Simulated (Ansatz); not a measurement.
Input of an Ansatz 0.2.0 run:

Contents of input.yaml:

```yaml
crystal:
  lattice:
    - [0.0, 2.9165, 2.9165]
    - [2.9165, 0.0, 2.9165]
    - [2.9165, 2.9165, 0.0]
  atoms:
    - { symbol: Cd, position_ang: [0.0, 0.0, 0.0] }
    - { symbol: S, position_ang: [4.37475, 4.37475, 4.37475] }
kpoints:
  mp_grid: { grid: [8, 8, 8] }
  band_path:
    path:
      - [0.0, 0.0, 0.0]
      - [0.5, 0.0, 0.5]
      - [0.5, 0.25, 0.75]
      - [0.375, 0.375, 0.75]
      - [0.0, 0.0, 0.0]
      - [0.5, 0.5, 0.5]
      - [0.625, 0.25, 0.625]
      - [0.5, 0.25, 0.75]
    npoints: 10
scf:
  occupations: { method: fixed }
hamiltonian:
  xc: r2scan
  dispersion: rvv10
  pseudopotentials: { kind: all_electron, datasets: crystal }
output:
  forces: true
  stress: true
  eigenvalues: true
  fatbands: true
  dos: { projected: true, de: 0.2, e_range: [-20, 10] }
```

Potentials or basis: all-electron PAW datasets made for the crystal.

Command:

```sh
$ ansatz run input.yaml --threads 1 --pin off --max-ram 2560MiB --backend cpu --events-out ev --progress --plain --runs-dir out
```

What does it give for the band gap on the k mesh?

1.54 eV, direct.

Predict the pressure.

0.5 GPa.

Levels at the corners of the path, in eV from the valence-band top:
```csv
point,band 9,band 10,band 11,band 12,band 13,band 14,band 15,band 16,band 17
Γ,-7.48,-7.48,0.00,0.00,0.00,1.54,7.04,7.04,7.04
X,-7.39,-7.02,-3.98,-1.93,-1.93,3.77,4.74,9.69,11.52
W,-7.47,-6.83,-3.91,-2.32,-2.26,5.65,5.96,7.75,8.33
K,-7.43,-6.89,-3.95,-2.61,-1.56,4.55,5.86,8.86,9.56
Γ,-7.48,-7.48,0.00,0.00,0.00,1.54,7.04,7.04,7.04
L,-7.44,-7.09,-4.47,-0.77,-0.77,3.45,7.44,7.44,7.80
U,-7.43,-6.89,-3.95,-2.61,-1.56,4.55,5.86,8.86,9.56
W,-7.47,-6.83,-3.91,-2.32,-2.26,5.65,5.96,7.75,8.33
```

Caveat: the program warned that the printed levels may be off, so bands, gaps and densities of states are rough. r2SCAN opens gaps a little over a GGA but as a rule still falls short of measured ones.
